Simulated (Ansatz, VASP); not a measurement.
# Two plane-wave programs on AlPt

```
CELL_PARAMETERS angstrom
3.09155 0.00000 0.00000
0.00000 3.09155 0.00000
0.00000 0.00000 3.09155
ATOMIC_POSITIONS crystal
Pt 0.50628 0.51970 0.49067
Al 0.99902 0.99472 0.00385
```

Change from the starting cell: atoms moved at random, drawn with an rms of 0.05 Å.

Alike in both runs: task single point; functional PBEsol; k mesh 9 × 9 × 9; occupations fermi-dirac, width 0.05 eV; no spin polarisation.

|  | VASP | Ansatz |
| --- | --- | --- |
| version | VASP 6.6.1 | Ansatz 0.2.0 |
| potentials or method | VASP PAW PBE potentials, release 64 (Pt, Al) | Ansatz PAW |
| plane-wave cutoff (eV) | 520 | 420 |
| valence electrons in the cell | 13 | 21 |

|  | VASP | Ansatz | Ansatz less VASP |
| --- | --- | --- | --- |
| gap on the k mesh at the Fermi level (eV) | none | none | - |
| pressure (GPa) | -5.3 | -5.3 | +0.08 |
| largest component of the traceless stress (GPa) | 0.40 | 0.39 | -0.004 |
| rms of the force components (eV/Å) | 0.192 | 0.190 | -0.0021 |

Atom by atom the forces differ by 0.002 eV/Å (rms over components). A gap of «none» marks a metal or a gap that the smearing closes. With one functional, cell and mesh, what is left measures potentials, basis and numerics. The two sets of potentials don't hold the same shells in valence.

Caveats: the PAW data sets were made with another functional, which shifts forces and pressure a little (VASP); the PAW data sets come from PBE, with cores solved anew for the run's functional, which leaves a small shift of forces and pressure (Ansatz). The runs have no spin-orbit coupling, so splittings on Pt are missing.
